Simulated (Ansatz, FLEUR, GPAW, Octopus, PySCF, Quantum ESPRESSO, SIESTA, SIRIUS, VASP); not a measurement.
SiC: 9 runs at one level of theory

```
CELL_PARAMETERS angstrom
0.00000 2.17900 2.17900
2.17900 0.00000 2.17900
2.17900 2.17900 0.00000
ATOMIC_POSITIONS crystal
Si 0.00000 0.00000 0.00000
C 0.75000 0.75000 0.75000
```

Alike in all runs: functional PBEsol; k mesh 10 × 10 × 10; occupations fermi-dirac, width 0.05 eV; no spin polarisation; no spin-orbit coupling. Pressure is positive in compression and, in plane waves, holds the error of the finite cutoff.

| program and potentials | plane-wave cutoff (eV) | notes | band gap (eV) | pressure (GPa) |
| --- | --- | --- | --- | --- |
| Octopus, pseudodojo_pbesol (PseudoDojo 0.4, PBEsol) | - | - | 1.24 | - |
| VASP, PBE PAW files C, Si, 520 eV | 520 | potentials made for PBE | 1.23 | 0.17 |
| Quantum ESPRESSO, GBRV 1.5 PBEsol | 612 | - | 1.24 | -0.24 |
| GPAW, PAW data sets generated for this functional | 800 | - | 1.24 | 0.99 |
| Ansatz, all-electron LAPW, scalar-relativistic | - | - | 1.24 | -0.23 |
| PySCF, DZVP-MOLOPT-SR/GTH-PBE (potentials made for PBE) | - | atomic basis; potentials made for PBE | 1.27 | - |
| SIRIUS, PseudoDojo 0.4.1 PBEsol standard (scalar relativistic) | 1127 | - | 1.24 | -0.13 |
| SIESTA, files PseudoDojo sr-pbesol-0.4.1-standard, DZP (energy shift 0.003 Ry) | - | atomic basis | 1.22 | 2.86 |
| FLEUR, all-electron, FLAPW | - | - | 1.24 | - |

The band gap spans 1.22 (SIESTA, files PseudoDojo sr-pbesol-0.4.1-standard, DZP (energy shift 0.003 Ry)) to 1.27 eV (PySCF, DZVP-MOLOPT-SR/GTH-PBE (potentials made for PBE)), with all-electron results at 1.24. The pressure spans -0.24 (Quantum ESPRESSO, GBRV 1.5 PBEsol) to 2.86 GPa (SIESTA, files PseudoDojo sr-pbesol-0.4.1-standard, DZP (energy shift 0.003 Ry)), with all-electron results at -0.23. The gap is indirect and read on the mesh alone. Rows in atomic bases carry the error of their basis and grid, which can be large.

The functional is the same throughout but for its coding, so the spread measures potentials, basis and numerics; runs on potential files found faulty are left out.
